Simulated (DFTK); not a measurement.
# MgS (Niningerite): equation of state with LDA

Crystal: MgS (Niningerite).

```
S Mg
1.0
     0.00000    2.60165    2.60165
     2.60165    0.00000    2.60165
     2.60165    2.60165    0.00000
S Mg
1 1
Cartesian
  2.6016 2.6016 2.6016
  0.0000 0.0000 0.0000
```

```json
{
 "Program": "DFTK 0.8.2",
 "Task": "equation of state",
 "Functional": "LDA",
 "Potentials or basis": "cp2k.nc.sr.lda.v0_1.largecore.gth (LDA, GTH, large core)",
 "Cutoff": "1116 eV",
 "k mesh": "8 × 8 × 8",
 "Occupations": "fermi-dirac, width 0.05 eV",
 "Spin": "no spin polarisation"
}
```

```
Equilibrium volume                      : 16.70 Å³/atom
Bulk modulus                            : 79 GPa
Pressure derivative of the bulk modulus : 4.0
```

Energy against volume, from the lowest point:
```
volume (Å³/atom)  energy (meV/atom)
          16.553               0.00
          16.905               0.31
          17.257               4.08
          17.609              10.97
          17.962              20.68
          18.314              32.93
          18.666              47.46
```

Wall time 5.7 min on 1 thread of AMD EPYC 7R43 64-Core Processor (Zen 3), with other jobs on the host, peak memory 1.6 GiB.

Caveat: GTH potentials come without recommended cutoffs, and this one wasn't checked for convergence; this set keeps more shells in the core, which shifts pressures and gaps. Zero-point motion and thermal expansion aren't in these numbers.
